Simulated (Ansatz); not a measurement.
# TaN: the cost of one run

Program: Ansatz 0.2.0. Level of theory: DFT PBE, scalar-relativistic, plane waves, PAW. These are calculated values, not measurements.

4 further runs of the same task are left out: 4 set aside as unsound or not needed.

## (1) The system as given

Symmetry: Fm-3m, No. 225, cubic system. The conventional cell has a = 4.417 Å, b = 4.417 Å, c = 4.417 Å, α = 90.00°, β = 90.00°, γ = 90.00°. Around Ta (site symmetry m-3m) lie 6 N at 2.21 Å. N (site symmetry m-3m) is surrounded by 6 Ta at 2.21 Å.

Structure file:

```cif
data_structure
_symmetry_space_group_name_H-M 'Fm-3m'
_symmetry_Int_Tables_number 225
_cell_length_a 4.4173
_cell_length_b 4.4173
_cell_length_c 4.4173
_cell_angle_alpha 90.000
_cell_angle_beta 90.000
_cell_angle_gamma 90.000
_cell_volume 86.19
loop_
_atom_site_label
_atom_site_type_symbol
_atom_site_symmetry_multiplicity
_atom_site_Wyckoff_symbol
_atom_site_fract_x
_atom_site_fract_y
_atom_site_fract_z
_atom_site_occupancy
Ta1 Ta 4 b 0.50000 0.00000 0.00000 1
N1 N 4 a 0.00000 0.00000 0.00000 1
```

It is the result of an earlier relaxation at this level (volume 10.77 Å³/atom; gap on the mesh: none (metal)).

## (2) The film's bulk: Cu

Relaxed beforehand at this level: -6625.1752 eV/atom, gap on the mesh none (metal).

```
Cu
1.0
     0.00000    1.81487    1.81487
     1.81487    0.00000    1.81487
     1.81487    1.81487    0.00000
Cu
1
Direct
  0.00000 0.00000 0.00000
```

## (3) Bulk reference on the slab's mesh

Contents of input.yaml:

```yaml
crystal:
  lattice:
    - [5.4100282322, 0.0, 0.0]
    - [-2.7050141161, 4.6852218843, 0.0]
    - [-1.8033427441, 0.0, 2.5503117663]
  atoms:
    - { symbol: Ta, position: [0.8333333333, 0.6666666667, 0.5] }
    - { symbol: Ta, position: [0.5, 0.0, 0.5] }
    - { symbol: Ta, position: [0.1666666667, 0.3333333333, 0.5] }
    - { symbol: "N", position: [0.3333333333, 0.6666666667, 0.0] }
    - { symbol: "N", position: [0.0, 0.0, 0.0] }
    - { symbol: "N", position: [0.6666666667, 0.3333333333, 0.0] }
basis:
  ecutwfc: 420
kpoints:
  mp_grid: { grid: [9, 9, 13] }
hamiltonian:
  xc: pbe
scf:
  occupations: { method: gaussian, width: 0.1 }
output:
  forces: true
  stress: true
  eigenvalues: true
```

Run with:

```sh
$ ansatz run input.yaml --threads 4 --pin off --max-ram 10240MiB --backend cpu --events-out ev --progress --plain --runs-dir out
```

**Question.** How long does this run take on 4 threads of Intel Xeon 6975P-C (Granite Rapids), shared host, and how much memory does it need?

About 5.8 s, with a peak of 0.76 GiB.
